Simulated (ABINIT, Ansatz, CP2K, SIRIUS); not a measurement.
**HfN: programs and potentials compared**

```xyz
2
Lattice="2.8250 0.0000 0.0000 0.0000 2.8250 0.0000 0.0000 0.0000 2.8250" Properties=species:S:1:pos:R:3 pbc="T T T"
Hf    1.4278    1.4016    1.3994
N    -0.0400    0.0227   -0.0481
```

The cell comes from a database or a generator and needn't be the stable form of this composition.

Atoms were shifted at random by some hundredths of an Å from the given cell, which wasn't relaxed again for these runs.

Alike in all runs: task single point; functional PBE; k mesh 9 × 9 × 9; occupations fermi-dirac, width 0.05 eV; no spin polarisation; no spin-orbit coupling. Pressure is positive in compression and, in plane waves, holds the error of the finite cutoff, which Ansatz's Pulay term estimates and takes out.

| program and potentials | plane-wave cutoff (eV) | notes | pressure (GPa) | largest force (eV/Å) | energy over the undisturbed cell (meV/atom) |
| --- | --- | --- | --- | --- | --- |
| ABINIT, JTH PAW PBE v2.0 | 707 | 8.5 valence electrons an atom on average | -1.47 | 0.212 | 3.79 |
| Ansatz, Ansatz PAW (earlier soft set) | 420 | 15.5 valence electrons an atom on average; Pulay term of +0.25 GPa included | 0.68 | 0.212 | 3.89 |
| Ansatz, all-electron LAPW, scalar-relativistic | - | - | 0.71 | 0.211 | - |
| CP2K, POTENTIAL_UZH Hf GTH-PBE-q12, N GTH-PBE-q5; TZVP-MOLOPT-PBE-GTH basis | - | atomic basis; 8.5 valence electrons an atom on average | -2.91 | 0.208 | 4.23 |
| SIRIUS, PseudoDojo 0.4.1 PBE standard (scalar relativistic) | 1152 | 8.5 valence electrons an atom on average | 0.13 | 0.212 | 3.92 |

Force on atom 1 (Hf), eV/Å:

```json
{"program and potentials": "ABINIT, JTH PAW PBE v2.0", "x": "-0.157", "y": "0.102", "z": "-0.100"}
{"program and potentials": "Ansatz, Ansatz PAW (earlier soft set)", "x": "-0.157", "y": "0.098", "z": "-0.102"}
{"program and potentials": "Ansatz, all-electron LAPW, scalar-relativistic", "x": "-0.156", "y": "0.098", "z": "-0.102"}
{"program and potentials": "CP2K, POTENTIAL_UZH Hf GTH-PBE-q12, N GTH-PBE-q5; TZVP-MOLOPT-PBE-GTH basis", "x": "-0.152", "y": "0.097", "z": "-0.104"}
{"program and potentials": "SIRIUS, PseudoDojo 0.4.1 PBE standard (scalar relativistic)", "x": "-0.158", "y": "0.099", "z": "-0.103"}
```

The pressure spans -2.91 (CP2K, POTENTIAL_UZH Hf GTH-PBE-q12, N GTH-PBE-q5; TZVP-MOLOPT-PBE-GTH basis) to 0.71 GPa (Ansatz, all-electron LAPW, scalar-relativistic), with all-electron results at 0.71. The pressure on the cell as given of CP2K, POTENTIAL_UZH Hf GTH-PBE-q12, N GTH-PBE-q5; TZVP-MOLOPT-PBE-GTH basis lies far from the others; the cause wasn't traced. Rows in atomic bases carry the error of their basis and grid, which can be large.

Differences between rows come from potentials, basis sets and numerical settings, since the functional is the same but for its coding. Runs on potential files found faulty are left out.
